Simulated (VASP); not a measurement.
Wanted: the native input for a VASP 6.6.1 run.

```
Task                   : relaxation of cell and atoms
Functional             : PBEsol
Potentials or basis    : VASP PAW PBE potentials, release 64 (Si, Ni)
Cutoff                 : 600 eV
k mesh                 : 12 × 12 × 8
Occupations            : methfessel-paxton, width 0.1 eV
Spin                   : no spin polarisation
Target pressure        : 17.7 GPa
Further INCAR settings : ALGO = Normal; EDIFF = 1e-06; IBRION = 2; EDIFFG = -0.01; NSW = 90; ISIF = 3
Target pressure        : 17.7 GPa
```

The structure of SiNi lies in POSCAR:

```
SiNi
1.0
    2.9427706600      0.0000000000      0.0000000000
    0.0000000000      3.2803255400      0.0000000000
    0.0000000000      0.0000000000      4.6774467600
Si Ni
2 2
Direct
    0.0000000000      0.0000000000      0.1568568400
    0.5000000000      0.5000000000      0.8431431600
    0.0000000000      0.0000000000      0.6575044100
    0.5000000000      0.5000000000      0.3424955900
```

The cell is a database's computed one.

The input as run:

INCAR

```
SYSTEM = SiNi
PREC     = Accurate       ! precision mode
ENCUT    = 600            ! plane-wave cutoff, eV
EDIFF    = 1E-6           ! SCF threshold, eV
ISMEAR   = 1              ! smearing method
SIGMA    = 0.1            ! smearing width, eV
LREAL    = .FALSE.        ! projectors in reciprocal space
LASPH    = .TRUE.         ! aspherical terms in the spheres
NELM     = 80             ! most SCF steps
ALGO     = Normal         ! electronic algorithm
ISIF     = 3              ! what is computed and relaxed
LWAVE    = .FALSE.        ! write WAVECAR
LCHARG   = .FALSE.        ! write CHGCAR
GGA      = PS             ! functional
IBRION   = 2              ! ionic algorithm
NSW      = 90             ! ionic steps
EDIFFG   = -0.01          ! ionic threshold
PSTRESS  = 177.0        
KPAR     = 2
```

KPOINTS

```
Automatic mesh
0
G
  12 12 8
  0 0 0
```

Potentials or basis: VASP PAW PBE potentials, release 64 (Si, Ni).

The run is started by

```sh
$ cat potpaw_PBE.64/Si/POTCAR potpaw_PBE.64/Ni/POTCAR > POTCAR
$ mpirun -np 2 vasp_std > vasp.out
```

It gave:

```
Relaxed volume                                         : 10.44 Å³/atom
Relaxed cell                                           : a = 2.823 Å, b = 3.217 Å, c = 4.599 Å, α = 90.00°, β = 90.00°, γ = 90.00°
Space group after relaxing (to 0.05 Å)                 : Pmmn (No. 59)
Energy change on relaxing (the enthalpy is what falls) : +44.0 meV/atom
Ionic steps                                            : 22
Pressure after relaxing                                : 17.7 GPa
Largest force after relaxing                           : 0.005 eV/Å
Band gap on the k mesh                                 : none (metal or under the smearing width)
```

Caveat: the cell is relaxed towards a set pressure, so the enthalpy falls and the energy may rise; the PAW data sets were made with another functional, which shifts forces and pressure a little.

It took 11 min on 2 MPI ranks on Intel(R) Xeon(R) Platinum 8488C (Sapphire Rapids), with other jobs on the host, peak memory 0.35 GiB a rank.
